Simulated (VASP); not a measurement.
# Se (I4/mmm) in VASP: further runs

One crystal, Se, is run at these levels: PBE+D3(BJ); tasks: single point.

All numbers are computed with VASP 6.6.1; they aren't measurements. Logs are shortened: lines on timing, memory, paths and dates and some standing lists are left out, and cuts for length are marked.

**1. The cell of the first run**

The structure is tetragonal, space group I4/mmm (No. 139). The conventional cell has a = 3.407 Å, b = 3.407 Å, c = 3.535 Å, α = 90.00°, β = 90.00°, γ = 90.00°. Se (site symmetry 4/mmm) is surrounded by 12 Se at 2.99 to 3.41 Å.

This isn't the form of Se at room conditions, which is trigonal, of chains.

**2. Single point, PBE+D3(BJ) (strain +0.0375 x Voigt [0, 1, 0, 0, 0, 0], atoms carried along)**

The input, INCAR:

```
SYSTEM = Se
PREC = Accurate
ENCUT = 520
EDIFF = 1E-7
ISMEAR = 0
SIGMA = 0.15
LREAL = .False.
LASPH = .True.
NELM = 100
ALGO = Fast
ISIF = 2
LWAVE = .False.
LCHARG = .True.
GGA = PE
IVDW = 12
LELF = .True.
LVHAR = .True.
NBANDS = 9
```

The input, KPOINTS:

```
regular mesh
0
Gamma
  20 20 20
  0 0 0
```

The input, POSCAR:

```
Se
1.0
   -1.7034486149      1.7673279380      1.7034486149
    1.7034486149     -1.7673279380      1.7034486149
    1.7034486149      1.7673279380     -1.7034486149
Se
1
Direct
    0.0000000000      0.0000000000      0.0000000000
```

Potentials or basis: VASP PAW PBE potentials, release 64 (Se).

Command:

```bash
cat potpaw_PBE.64/Se/POTCAR > POTCAR
mpirun -np 1 vasp_std > vasp.out
```

OUTCAR:

```text
SYSTEM = Se
   PREC = Accurate
   ENCUT = 520
   EDIFF = 1E-7
   ISMEAR = 0
   LREAL = .False.
   LASPH = .True.
   NELM = 100
   ISIF = 2
   GGA = PE
   IVDW = 12
 IVDW          = 12

 ion  position               nearest neighbor table
   1  0.000  0.000  0.000-

  LATTYP: Found a body centered tetragonal cell.
 ALAT       =     3.4068972298
 C/A-ratio  =     1.0375000000

  Lattice vectors:

 A1 = (  -1.7034486149,  -1.7673279380,   1.7034486149)
 A2 = (   1.7034486149,  -1.7673279380,  -1.7034486149)
 A3 = (   1.7034486149,   1.7673279380,   1.7034486149)

Analysis of symmetry for initial positions (statically):
=====================================================================
 Subroutine PRICEL returns:
 Original cell was already a primitive cell.

 Routine SETGRP: Setting up the symmetry group for a
 body centered tetragonal supercell.

 Subroutine GETGRP returns: Found 16 space group operations
 (whereof 16 operations were pure point group operations)
 out of a pool of 16 trial point group operations.

The static configuration has the point symmetry D_4h.

Analysis of symmetry for dynamics (positions and initial velocities):
=====================================================================
 Subroutine PRICEL returns:
 Original cell was already a primitive cell.

 Routine SETGRP: Setting up the symmetry group for a
 body centered tetragonal supercell.

 Subroutine GETGRP returns: Found 16 space group operations
 (whereof 16 operations were pure point group operations)
 out of a pool of 16 trial point group operations.

The dynamic configuration has the point symmetry D_4h.

 Subroutine INISYM returns: Found 16 space group operations
 (whereof 16 operations are pure point group operations),
 and found     1 'primitive' translations

----------------------------------------------------------------------------------------

                                     Primitive cell

  volume of cell :      20.5133

  direct lattice vectors                    reciprocal lattice vectors
    -1.703448615  1.767327938  1.703448615     0.000000000  0.282912972  0.293522209
     1.703448615 -1.767327938  1.703448615     0.293522209  0.000000000  0.293522209
     1.703448615  1.767327938 -1.703448615     0.293522209  0.282912972  0.000000000

  length of vectors
     2.987795577  2.987795577  2.987795577     0.407670255  0.415103089  0.407670255

  position of ions in fractional coordinates (direct lattice)
     0.000000000  0.000000000  0.000000000

[... 81 lines left out ...]
   ISIF   =      2    stress and relaxation
   ISYM   =      2    0-nonsym 1-usesym 2-fastsym
   POTIM  = 0.5000    time-step for ionic-motion
   TEBEG  =    0.0;   TEEND  =   0.0 temperature during run
   PSTRESS=    0.0 pullay stress
   NELECT =       6.0000    total number of electrons
   NUPDOWN=      -1.0000    fix difference up-down
   EMIN   =  10.00;   EMAX   =-10.00  energy-range for DOS
   EFERMI =   0.00;   METHOD = LEGACY
   ISMEAR =     0;   SIGMA  =   0.15  broadening in eV -4-tet -1-fermi 0-gaus
   EFERMI_NEDOS =   21; number of points for ismear=-14 and -15
   IALGO  =     68    algorithm
   IMIX   =      4    mixing-type and parameters
     AMIX     =   0.40;   BMIX     =  1.00
     AMIX_MAG =   1.60;   BMIX_MAG =  1.00
  volume/ion in A,a.u.               =      20.51       138.43
  Fermi-wavevector in a.u.,A,eV,Ry     =   1.086710  2.053583 16.067634  1.180938
  Thomas-Fermi vector in A             =   2.222853
   LORBIT       =      0    0 simple, 1 ext, 2 COOP (PROOUT), +10 PAW based schemes
   GGA     = PE    functional components
   LHFCALC =     F    Hartree Fock is set to
   AEXX    =    0.0000 exact exchange contribution
   IVDW    =    12    specifies the selected vdW correction
   LEPSILON=     F    determine dielectric tensor
   LRPA    =     F    only Hartree local field effects (RPA)
 non-spin polarized calculation
 RMM-DIIS sequential band-by-band and
 Gauss-broadening in eV      SIGMA  =   0.15
  energy-cutoff  :      520.00
  volume of cell :       20.51
 maximum number of plane-waves:       571
 NGX is ok and might be reduce to    24
   NGX = 11   NGY = 11   NGZ = 11

 number of electron       5.9999999 magnetization

 Free energy of the ion-electron system (eV)
  ---------------------------------------------------
  ext. energy  EPLUGINS =         0.00000000
  ---------------------------------------------------
  free energy    TOTEN  =        -2.91702138 eV

  energy without entropy =       -2.90864365  energy(sigma->0) =       -2.91283252

 E-fermi :   5.3855     XC(G=0): -10.5525

 val. band max:        5.3825881443   @ k =   0.0500   0.3500   0.0000
 cond. band min:       5.3907672352   @ k =   0.2500   0.1500   0.1000
 fundamental gap:      0.0081790909
 Fermi energy:         5.3855078557

 k-point     1 :       0.0000    0.0000    0.0000
  band No.  band energies     occupation
      1     -10.6425      2.00000
      2       8.2661      0.00000
      3       8.3314      0.00000
      4       8.3314      0.00000
      5      16.4006      0.00000
      6      17.5549      0.00000
      7      17.5549      0.00000
      8      18.2523      0.00000
      9      20.3126      0.00000
[... 265 lines left out ...]
 k-point    24 :      -0.4000    0.0500    0.0000
  band No.  band energies     occupation
      1      -8.1068      2.00000
      2       0.2570      2.00000
      3       5.6410      0.01599
      4       7.5583      0.00000
      5      13.1472      0.00000
      6      14.5344      0.00000
      7      20.6428      0.00000
      8      21.8088      0.00000
      9      23.8549      0.00000

 [... further k-points ...]

------------------------ aborting loop because EDIFF is reached ----------------------------------------

 Edisp (eV)   -0.42417

 E8    (eV) :    -0.1736

  FORCE on cell =-STRESS in cart. coord.  units (eV):
  Direction    XX          YY          ZZ          XY          YZ          ZX
  --------------------------------------------------------------------------------------
  -------------------------------------------------------------------------------------
  Total      -0.35127    -0.71107    -0.35127     0.00000     0.00000     0.00000
  in kB     -27.43599   -55.53753   -27.43599     0.00000     0.00000     0.00000
  external pressure =      -36.80 kB  Pullay stress =        0.00 kB

 VOLUME and BASIS-vectors are now :
 -----------------------------------------------------------------------------
  energy-cutoff  :      520.00
  volume of cell :       20.51
      direct lattice vectors                 reciprocal lattice vectors
    -1.703448615  1.767327938  1.703448615     0.000000000  0.282912972  0.293522209
     1.703448615 -1.767327938  1.703448615     0.293522209  0.000000000  0.293522209
     1.703448615  1.767327938 -1.703448615     0.293522209  0.282912972  0.000000000

 POSITION                                       TOTAL-FORCE (eV/Angst)
 -----------------------------------------------------------------------------------
      0.00000      0.00000      0.00000        -0.000000      0.000000     -0.000000
 -----------------------------------------------------------------------------------
    total drift:                                0.000000      0.000000      0.000000

  FREE ENERGIE OF THE ION-ELECTRON SYSTEM (eV)
  ---------------------------------------------------
  free  energy   TOTEN  =        -3.3411879012 eV

  energy  without entropy=       -3.3328101755  energy(sigma->0) =       -3.33699904
```

OSZICAR:

```text
N       E                     dE             d eps       ncg     rms          rms(c)
DAV:   1     0.932405220218E+01    0.93241E+01   -0.28994E+03 11578   0.572E+02
DAV:   2    -0.264965421517E+01   -0.11974E+02   -0.11624E+02 15776   0.760E+01
DAV:   3    -0.291603409430E+01   -0.26638E+00   -0.26266E+00 13563   0.103E+01
DAV:   4    -0.291650246009E+01   -0.46837E-03   -0.46830E-03 15847   0.488E-01
DAV:   5    -0.291650276893E+01   -0.30884E-06   -0.30897E-06 13567   0.110E-02    0.302E+00
RMM:   6    -0.291627799318E+01    0.22478E-03   -0.17519E-03 11855   0.268E-01    0.179E+00
RMM:   7    -0.291701035752E+01   -0.73236E-03   -0.37092E-03 12268   0.402E-01    0.659E-02
RMM:   8    -0.291702132121E+01   -0.10964E-04   -0.13888E-04 13331   0.987E-02    0.435E-03
RMM:   9    -0.291702175997E+01   -0.43876E-06   -0.73245E-06 14058   0.237E-02    0.631E-03
RMM:  10    -0.291702111151E+01    0.64846E-06   -0.87618E-07 13998   0.907E-03    0.657E-03
RMM:  11    -0.291702136403E+01   -0.25252E-06   -0.21501E-07 12855   0.322E-03    0.232E-04
RMM:  12    -0.291702137878E+01   -0.14745E-07   -0.18709E-08  9985   0.117E-03
   1 F= -.33411879E+01 E0= -.33369990E+01  d E =-.837773E-02
```

It took 29 s on 1 thread of Intel Xeon 6975P-C (Granite Rapids), shared host; peak memory 0.24 GiB.

Results:

* Free energy: -3.3412 eV
* Pressure: -3.7 GPa
* Band gap on the k mesh: none (metal or under the smearing width)
* Dispersion energy per atom: -0.424 eV

Stress tensor (GPa, compression positive):
```
-2.74  0.00  0.00
 0.00 -5.55  0.00
 0.00  0.00 -2.74
```

Levels at points of the mesh, in eV from the Fermi level:
```csv
k point,band 1,band 2,band 3,band 4,band 5,band 6,band 7
"(0.00, 0.00, 0.00)",-16.03,2.88,2.95,2.95,11.02,12.17,12.17
"(0.50, 0.00, 0.00)",-12.72,-6.57,0.14,2.24,7.07,8.58,16.92
"(0.00, 0.50, 0.00)",-12.57,-6.48,-0.17,1.82,6.63,7.95,17.86
"(0.50, 0.50, 0.50)",-10.39,-3.56,-2.97,-2.97,4.03,4.31,22.49
```

Caveat: pairwise dispersion overbinds metals, which lowers pressure and volume.

**3. Single point, PBE+D3(BJ) (strain -0.1125 x Voigt [0, 1, 0, 0, 0, 0], atoms carried along)**

The input, INCAR:

```
SYSTEM = Se
PREC = Accurate ; ENCUT = 520
EDIFF = 1E-7 ; ISMEAR = 0
SIGMA = 0.15 ; LREAL = .FALSE.
LASPH = .TRUE. ; NELM = 100
ALGO = Normal ; ISIF = 2
LWAVE = .FALSE. ; LCHARG = .FALSE.
GGA = PE ; IVDW = 12
NBANDS = 9
```

The input, KPOINTS:

```
regular mesh
0
G
  20 20 20
  0 0 0
```

The input, POSCAR:

```
Se
1.0
   -1.7034486149      1.5118106457      1.7034486149
    1.7034486149     -1.5118106457      1.7034486149
    1.7034486149      1.5118106457     -1.7034486149
Se
1
Direct
    0.0000000000      0.0000000000      0.0000000000
```

Potentials or basis: VASP PAW PBE potentials, release 64 (Se).

Command:

```bash
cat potpaw_PBE.64/Se/POTCAR > POTCAR
mpirun -np 1 vasp_std > vasp.out
```

OUTCAR:

```text
SYSTEM = Se
   PREC = Accurate
   ENCUT = 520
   EDIFF = 1E-7
   ISMEAR = 0
   LREAL = .FALSE.
   LASPH = .TRUE.
   NELM = 100
   ISIF = 2
   GGA = PE
   IVDW = 12
 IVDW          = 12

 ion  position               nearest neighbor table
   1  0.000  0.000  0.000-

  LATTYP: Found a body centered tetragonal cell.
 ALAT       =     3.4068972298
 C/A-ratio  =     0.8875000000

  Lattice vectors:

 A1 = (  -1.7034486149,  -1.5118106457,   1.7034486149)
 A2 = (   1.7034486149,  -1.5118106457,  -1.7034486149)
 A3 = (   1.7034486149,   1.5118106457,   1.7034486149)

Analysis of symmetry for initial positions (statically):
=====================================================================
 Subroutine PRICEL returns:
 Original cell was already a primitive cell.

 Routine SETGRP: Setting up the symmetry group for a
 body centered tetragonal supercell.

 Subroutine GETGRP returns: Found 16 space group operations
 (whereof 16 operations were pure point group operations)
 out of a pool of 16 trial point group operations.

The static configuration has the point symmetry D_4h.

Analysis of symmetry for dynamics (positions and initial velocities):
=====================================================================
 Subroutine PRICEL returns:
 Original cell was already a primitive cell.

 Routine SETGRP: Setting up the symmetry group for a
 body centered tetragonal supercell.

 Subroutine GETGRP returns: Found 16 space group operations
 (whereof 16 operations were pure point group operations)
 out of a pool of 16 trial point group operations.

The dynamic configuration has the point symmetry D_4h.

 Subroutine INISYM returns: Found 16 space group operations
 (whereof 16 operations are pure point group operations),
 and found     1 'primitive' translations

----------------------------------------------------------------------------------------

[... 114 lines left out ...]
   LORBIT       =      0    0 simple, 1 ext, 2 COOP (PROOUT), +10 PAW based schemes
   GGA     = PE    functional components
   LHFCALC =     F    Hartree Fock is set to
   AEXX    =    0.0000 exact exchange contribution
   IVDW    =    12    specifies the selected vdW correction
   LEPSILON=     F    determine dielectric tensor
   LRPA    =     F    only Hartree local field effects (RPA)
 non-spin polarized calculation
 Gauss-broadening in eV      SIGMA  =   0.15
  energy-cutoff  :      520.00
  volume of cell :       17.55
 maximum number of plane-waves:       493
 NGX is ok and might be reduce to    24
   NGX = 11   NGY = 11   NGZ = 11

 number of electron       6.0000000 magnetization

 Free energy of the ion-electron system (eV)
  ---------------------------------------------------
  ext. energy  EPLUGINS =         0.00000000
  ---------------------------------------------------
  free energy    TOTEN  =        -2.75938022 eV

  energy without entropy =       -2.75145859  energy(sigma->0) =       -2.75541940

 E-fermi :   7.5017     XC(G=0): -11.2838

 val. band max:        7.4936509131   @ k =   0.4000  -0.3500   0.1500
 cond. band min:       7.5035537853   @ k =  -0.2000   0.3000   0.0500
 fundamental gap:      0.0099028722
 Fermi energy:         7.5016996079

 k-point     1 :       0.0000    0.0000    0.0000
  band No.  band energies     occupation
      1     -10.1416      2.00000
      2      10.9452      0.00000
      3      10.9452      0.00000
      4      11.6814      0.00000
      5      18.5262      0.00000
      6      20.1523      0.00000
      7      21.3064      0.00000
      8      21.3064      0.00000
      9      22.3928      0.00000
[... 265 lines left out ...]
 k-point    24 :      -0.4000    0.0500    0.0000
  band No.  band energies     occupation
      1      -6.6533      2.00000
      2       1.5786      2.00000
      3       7.4506      1.37034
      4       9.3128      0.00000
      5      14.7208      0.00000
      6      15.5356      0.00000
      7      22.5614      0.00000
      8      27.8197      0.00000
      9      28.9666      0.00000

 [... further k-points ...]

------------------------ aborting loop because EDIFF is reached ----------------------------------------

 Edisp (eV)   -0.49550

 E8    (eV) :    -0.2020

  FORCE on cell =-STRESS in cart. coord.  units (eV):
  Direction    XX          YY          ZZ          XY          YZ          ZX
  --------------------------------------------------------------------------------------
  -------------------------------------------------------------------------------------
  Total       0.86165     1.88920     0.86165     0.00000     0.00000     0.00000
  in kB      78.67311   172.49349    78.67311     0.00000     0.00000     0.00000
  external pressure =      109.95 kB  Pullay stress =        0.00 kB

 VOLUME and BASIS-vectors are now :
 -----------------------------------------------------------------------------
  energy-cutoff  :      520.00
  volume of cell :       17.55
      direct lattice vectors                 reciprocal lattice vectors
    -1.703448615  1.511810646  1.703448615     0.000000000  0.330729249  0.293522209
     1.703448615 -1.511810646  1.703448615     0.293522209  0.000000000  0.293522209
     1.703448615  1.511810646 -1.703448615     0.293522209  0.330729249  0.000000000

 POSITION                                       TOTAL-FORCE (eV/Angst)
 -----------------------------------------------------------------------------------
      0.00000      0.00000      0.00000         0.000000      0.000000      0.000000
 -----------------------------------------------------------------------------------
    total drift:                                0.000000      0.000000     -0.000000

  FREE ENERGIE OF THE ION-ELECTRON SYSTEM (eV)
  ---------------------------------------------------
  free  energy   TOTEN  =        -3.2548755229 eV

  energy  without entropy=       -3.2469538904  energy(sigma->0) =       -3.25091471
```

Wall time 22 s (1 thread of Intel Xeon 6975P-C (Granite Rapids), shared host); peak memory 0.22 GiB.

Results:

```yaml
Free_energy: -3.2549 eV
Pressure: 11.0 GPa
Band_gap_on_the_k_mesh: none (metal or under the smearing width)
Dispersion_energy_per_atom: -0.495 eV
```

Caveat: pairwise dispersion overbinds metals, which lowers pressure and volume.

[end of part 1 of 2]
